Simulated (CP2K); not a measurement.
CaSe:

```
Se Ca
1.0
     4.18042    0.00000    0.00000
     2.09021    3.62035    0.00000
     2.09021    1.20678    3.41329
Se Ca
1 1
Cartesian
  4.1804 2.4136 1.7066
  0.0000 0.0000 0.0000
```

- Program: CP2K 2026.2
- Task: single point
- Functional: PBE
- Potentials or basis: POTENTIAL_UZH Se GTH-PBE-q6, Ca GTH-PBE-q10; TZVP-MOLOPT-PBE-GTH basis
- Density cutoff: 6123 eV
- k mesh: 8 × 8 × 8
- Occupations: fermi-dirac, width 0.05 eV
- Spin: no spin polarisation

On this cell: pressure 1.5 GPa; largest force zero by symmetry; band gap on the k mesh 2.21 eV, indirect (least direct gap 3.17 eV).

The same run follows on a disturbed copy (atoms moved at random, drawn with an rms of 0.05 Å):

```
Se Ca
1.0
     4.18042    0.00000    0.00000
     2.09021    3.62035    0.00000
     2.09021    1.20678    3.41329
Se Ca
1 1
Direct
  0.49730 0.48503 0.49987
  0.00519 0.00562 0.99299
```

Q: What changes?

A: The energy moves by +7.2 meV/atom; pressure 1.7 GPa; largest force 0.308 eV/Å; band gap on the k mesh 2.24 eV, indirect (least direct gap 3.18 eV).

Forces on the atoms (eV/Å):
```
Se   0.204  0.216 -0.080
Ca  -0.204 -0.216  0.080
```

Stress tensor (GPa, compression positive):
```
 1.73  0.11 -0.22
 0.11  1.61 -0.05
-0.22 -0.05  1.72
```

Caveats: the basis of atomic orbitals isn't converged, which shifts pressures, moduli and gaps.

A k mesh can miss the band edges.
